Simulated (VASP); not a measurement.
# InP (Fm-3m) in VASP: a series of runs, part 2 of 2

VASP 6.6.1. Earlier steps stand in the parts before.

## Step 4: Single point, PBEsol

INCAR reads:

```
SYSTEM = InP
  PREC = Accurate
  ENCUT = 250
  EDIFF = 1E-6
  ISMEAR = 0
  SIGMA = 0.05
  LREAL = .False.
  LASPH = .True.
  NELM = 100
  ALGO = Normal
  ISIF = 2
  LWAVE = .False.
  LCHARG = .False.
  GGA = PS
  ADDGRID = .False.
```

KPOINTS reads:

```
regular mesh
0
Gamma
  3 3 3
  0 0 0
```

POSCAR reads:

```
InP
1.0
    0.0000000000      2.7688340000      2.7688340000
    2.7688340000      0.0000000000      2.7688340000
    2.7688340000      2.7688340000      0.0000000000
In P
1 1
Direct
    0.0000000000      0.0000000000      0.0000000000
    0.5000000000      0.5000000000      0.5000000000
```

Potentials or basis: VASP PAW PBE potentials, release 64 (In_d, P).

Run with:

```
> cat potpaw_PBE.64/In_d/POTCAR potpaw_PBE.64/P/POTCAR > POTCAR
> mpirun -np 1 vasp_std > vasp.out
```

OUTCAR:

```text
SYSTEM = InP
   PREC = Accurate
   ENCUT = 250
   EDIFF = 1E-6
   ISMEAR = 0
   LREAL = .False.
   LASPH = .True.
   NELM = 100
   ISIF = 2
   GGA = PS

 Found      4 irreducible k-points:

 Following reciprocal coordinates:
            Coordinates               Weight
  0.000000  0.000000  0.000000      1.000000
  0.333333  0.000000  0.000000      8.000000
  0.333333  0.333333  0.000000      6.000000
 -0.333333  0.333333  0.000000     12.000000
   k-points           NKPTS =      4   k-points in BZ     NKDIM =      4   number of bands    NBANDS=     13
   number of dos      NEDOS =    301   number of ions     NIONS =      2
   total plane-waves  NPLWV =   8000
   dimension x,y,z NGX =    20 NGY =   20 NGZ =   20
   dimension x,y,z NGXF=    40 NGYF=   40 NGZF=   40
   ions per type =               1   1
   NGX,Y,Z   is equivalent  to a cutoff of   8.49,  8.49,  8.49 a.u.
   NGXF,Y,Z  is equivalent  to a cutoff of  16.98, 16.98, 16.98 a.u.
 SYSTEM =  InP
   PREC   = accura    normal or accurate (medium, high low for compatibility)
   ISTART =      0    job   : 0-new  1-cont  2-samecut
   ICHARG =      2    charge: 1-file 2-atom 10-const
   ISPIN  =      1    spin polarized calculation?
   LNONCOLLINEAR =      F non collinear calculations
   LSORBIT =      F    spin-orbit coupling
   LASPH  =      T    aspherical Exc in radial PAW
   ENCUT  =  250.0 eV  18.37 Ry    4.29 a.u.   5.05  5.05  5.05*2*pi/ulx,y,z
   NELM   =    100;   NELMIN=  2; NELMDL= -5     # of ELM steps
   EDIFF  = 0.1E-05   stopping-criterion for ELM
   LREAL  =      F    real-space projection
   EDIFFG = 0.1E-04   stopping-criterion for IOM
   NSW    =      0    number of steps for IOM
   IBRION =     -1    ionic relax: 0-MD 1-quasi-New 2-CG
   NFREE  =      0    steps in history (QN), initial steepest desc. (CG)
   ISIF   =      2    stress and relaxation
   ISYM   =      2    0-nonsym 1-usesym 2-fastsym
   POTIM  = 0.5000    time-step for ionic-motion
   TEBEG  =    0.0;   TEEND  =   0.0 temperature during run
   PSTRESS=    0.0 pullay stress
   NELECT =      18.0000    total number of electrons
   NUPDOWN=      -1.0000    fix difference up-down
   EMIN   =  10.00;   EMAX   =-10.00  energy-range for DOS
   EFERMI =   0.00;   METHOD = LEGACY
   ISMEAR =     0;   SIGMA  =   0.05  broadening in eV -4-tet -1-fermi 0-gaus
   EFERMI_NEDOS =   21; number of points for ismear=-14 and -15
   IALGO  =     38    algorithm
   IMIX   =      4    mixing-type and parameters
     AMIX     =   0.40;   BMIX     =  1.00
     AMIX_MAG =   1.60;   BMIX_MAG =  1.00
  volume/ion in A,a.u.               =      21.23       143.25
  Fermi-wavevector in a.u.,A,eV,Ry     =   1.229869  2.324115 20.579860  1.512577
  Thomas-Fermi vector in A             =   2.364739
   LORBIT       =      0    0 simple, 1 ext, 2 COOP (PROOUT), +10 PAW based schemes
   GGA     = PS    functional components
   LHFCALC =     F    Hartree Fock is set to
   AEXX    =    0.0000 exact exchange contribution
   IVDW    =     0    specifies the selected vdW correction
   LEPSILON=     F    determine dielectric tensor
   LRPA    =     F    only Hartree local field effects (RPA)
 non-spin polarized calculation
 Gauss-broadening in eV      SIGMA  =   0.05
  energy-cutoff  :      250.00
  volume of cell :       42.45
 maximum number of plane-waves:       383
   NGX =  9   NGY =  9   NGZ =  9

 number of electron      17.9999997 magnetization

 Free energy of the ion-electron system (eV)
  ---------------------------------------------------
  ext. energy  EPLUGINS =         0.00000000
  ---------------------------------------------------
  free energy    TOTEN  =        -8.16061455 eV

  energy without entropy =       -8.14472528  energy(sigma->0) =       -8.15266991

 E-fermi :   6.9813     XC(G=0): -10.5273

 val. band max:        6.9700506849   @ k =   0.3333   0.0000   0.0000
 cond. band min:       7.4431942805   @ k =   0.0000   0.0000   0.0000
 fundamental gap:      0.4731435956
 Fermi energy:         6.9813162164

 k-point     1 :       0.0000    0.0000    0.0000
  band No.  band energies     occupation
      1      -7.1356      2.00000
      2      -7.1356      2.00000
      3      -7.1204      2.00000
      4      -7.1204      2.00000
      5      -7.1204      2.00000
      6      -5.0617      2.00000
      7       6.7062      2.00000
      8       6.7062      2.00000
      9       6.7062      2.00000
     10       7.4432      0.00000
     11      14.0457      0.00000
     12      14.0457      0.00000
     13      14.0457      0.00000

 k-point     2 :       0.3333    0.0000    0.0000
  band No.  band energies     occupation
      1      -7.1837      2.00000
      2      -7.1837      2.00000
      3      -7.1282      2.00000
      4      -7.0565      2.00000
      5      -7.0565      2.00000
      6      -3.7629      2.00000
      7       1.6732      2.00000
      8       6.9701      1.25000
      9       6.9701      1.25000
     10       9.6036      0.00000
     11      11.0962      0.00000
     12      11.0962      0.00000
     13      12.2186      0.00000

 k-point     3 :       0.3333    0.3333    0.0000
  band No.  band energies     occupation
      1      -7.3593      2.00000
      2      -7.1635      2.00000
      3      -7.0991      2.00000
      4      -7.0346      2.00000
      5      -7.0346      2.00000
      6      -3.1428      2.00000
      7       3.0825      2.00000
      8       5.0615      2.00000
      9       5.0615      2.00000
     10       6.0426      2.00000
     11      11.1792      0.00000
     12      14.8785      0.00000
     13      15.4265      0.00000

 k-point     4 :      -0.3333    0.3333    0.0000
  band No.  band energies     occupation
      1      -7.3304      2.00000
      2      -7.1484      2.00000
      3      -7.1112      2.00000
      4      -7.0637      2.00000
      5      -7.0297      2.00000
      6      -2.1356      2.00000
      7       1.4237      2.00000
      8       2.9696      2.00000
      9       5.7735      2.00000
     10       7.7544      0.00000
     11      12.7831      0.00000
     12      12.8609      0.00000
     13      14.6078      0.00000

------------------------ aborting loop because EDIFF is reached ----------------------------------------

  FORCE on cell =-STRESS in cart. coord.  units (eV):
  Direction    XX          YY          ZZ          XY          YZ          ZX
  --------------------------------------------------------------------------------------
  -------------------------------------------------------------------------------------
  Total       -0.5316021     -0.5316021     -0.5316021      0.0000000     -0.0000000     -0.0000000
  in kB      -20.0621071    -20.0621071    -20.0621071      0.0000000     -0.0000000     -0.0000000
  external PRESSURE =     -20.0621071 kB  Pullay stress =       0.0000000 kB

 VOLUME and BASIS-vectors are now :
 -----------------------------------------------------------------------------
  energy-cutoff  :      250.00
  volume of cell :       42.45
      direct lattice vectors                 reciprocal lattice vectors
     0.000000000  2.768834000  2.768834000    -0.180581429  0.180581429  0.180581429
     2.768834000  0.000000000  2.768834000     0.180581429 -0.180581429  0.180581429
     2.768834000  2.768834000  0.000000000     0.180581429  0.180581429 -0.180581429

 POSITION                                       TOTAL-FORCE (eV/Angst)
 -----------------------------------------------------------------------------------
      0.00000      0.00000      0.00000         0.000000      0.000000      0.000000
      2.76883      2.76883      2.76883         0.000000      0.000000      0.000000
 -----------------------------------------------------------------------------------
    total drift:                                0.000000     -0.000000     -0.000000

  FREE ENERGIE OF THE ION-ELECTRON SYSTEM (eV)
  ---------------------------------------------------
  free  energy   TOTEN  =        -8.1606145515 eV

  energy  without entropy=       -8.1447252758  energy(sigma->0) =       -8.15266991
```

OSZICAR:

```text
N       E                     dE             d eps       ncg     rms          rms(c)
DAV:   1     0.805968195017E+02    0.80597E+02   -0.58934E+03   109   0.891E+02
DAV:   2    -0.398545407006E+01   -0.84582E+02   -0.82362E+02   104   0.243E+02
DAV:   3    -0.835988109135E+01   -0.43744E+01   -0.42996E+01   139   0.605E+01
DAV:   4    -0.842968177705E+01   -0.69801E-01   -0.69785E-01   143   0.838E+00
DAV:   5    -0.843124697597E+01   -0.15652E-02   -0.15650E-02   142   0.990E-01    0.467E+00
DAV:   6    -0.818224610225E+01    0.24900E+00   -0.47677E-01   145   0.123E+01    0.269E+00
DAV:   7    -0.816211626656E+01    0.20130E-01   -0.11308E-01   127   0.366E+00    0.103E+00
DAV:   8    -0.816062688575E+01    0.14894E-02   -0.94508E-03   132   0.143E+00    0.168E-01
DAV:   9    -0.816059243749E+01    0.34448E-04   -0.69422E-04   132   0.466E-01    0.906E-02
DAV:  10    -0.816060889713E+01   -0.16460E-04   -0.52561E-05   148   0.562E-02    0.545E-02
DAV:  11    -0.816061464714E+01   -0.57500E-05   -0.17413E-05   109   0.525E-02    0.213E-02
DAV:  12    -0.816061455149E+01    0.95656E-07   -0.22610E-06   119   0.133E-02
   1 F= -.81606146E+01 E0= -.81526699E+01  d E =-.158893E-01
```

Run time: 1.5 s. Hardware: 1 thread of Intel Xeon 6975P-C (Granite Rapids), shared host; peak memory 0.11 GiB.

The run converged, but a check on its numbers failed (symmetry, net force, bounds or a known fault of this set-up), so they aren't taken as properties of the crystal.

Caveat: the k mesh is coarse (spacing up to 0.66 Å⁻¹), so the values aren't converged; the cutoff lies under the usual one of these potentials, so the numbers hold a large basis-set error; the PAW data sets were made with another functional, which shifts forces and pressure a little.

## Step 5: Single point, PBEsol

INCAR, as its differences from that of step 4:

```diff
@@ -2,3 +2,3 @@
   PREC = Accurate
-  ENCUT = 250
+  ENCUT = 300
   EDIFF = 1E-6
```

KPOINTS is that of step 4.

POSCAR is that of step 4.

Run with:

```
> cat potpaw_PBE.64/In_d/POTCAR potpaw_PBE.64/P/POTCAR > POTCAR
> mpirun -np 1 vasp_std > vasp.out
```

Wall time 1.6 s (1 thread of Intel Xeon 6975P-C (Granite Rapids), shared host); peak memory 0.12 GiB.

The run converged, but some of its settings lie outside the range that counts as converged, so its numbers aren't taken as properties of the crystal.

What came out:

```
Free energy            : -8.1672 eV
Pressure               : -2.0 GPa
Band gap on the k mesh : none (metal or under the smearing width)
```

Caveat: the k mesh is coarse (spacing up to 0.66 Å⁻¹), so the values aren't converged; the cutoff is under 1.25 times the usual one of these potentials, so pressure, stress and relaxed cells hold a basis-set (Pulay) error; the PAW data sets were made with another functional, which shifts forces and pressure a little.

## Step 6: Single point, PBEsol

INCAR, as its differences from that of step 5:

```diff
@@ -2,3 +2,3 @@
   PREC = Accurate
-  ENCUT = 300
+  ENCUT = 350
   EDIFF = 1E-6
```

KPOINTS is that of step 5.

POSCAR is that of step 5.

Potentials or basis: VASP PAW PBE potentials, release 64 (In_d, P).

Run with:

```
> cat potpaw_PBE.64/In_d/POTCAR potpaw_PBE.64/P/POTCAR > POTCAR
> mpirun -np 1 vasp_std > vasp.out
```

It took 1.6 s on 1 thread of Intel Xeon 6975P-C (Granite Rapids), shared host; peak memory 0.12 GiB.

These settings aren't checked as converged: the numbers below hold their error.

What came out:

| Quantity | Value |
| --- | --- |
| Free energy | -8.1673 eV |
| Pressure | -1.9 GPa |
| Band gap on the k mesh | none (metal or under the smearing width) |

Caveat: the k mesh is coarse (spacing up to 0.66 Å⁻¹), so the values aren't converged; the PAW data sets were made with another functional, which shifts forces and pressure a little.
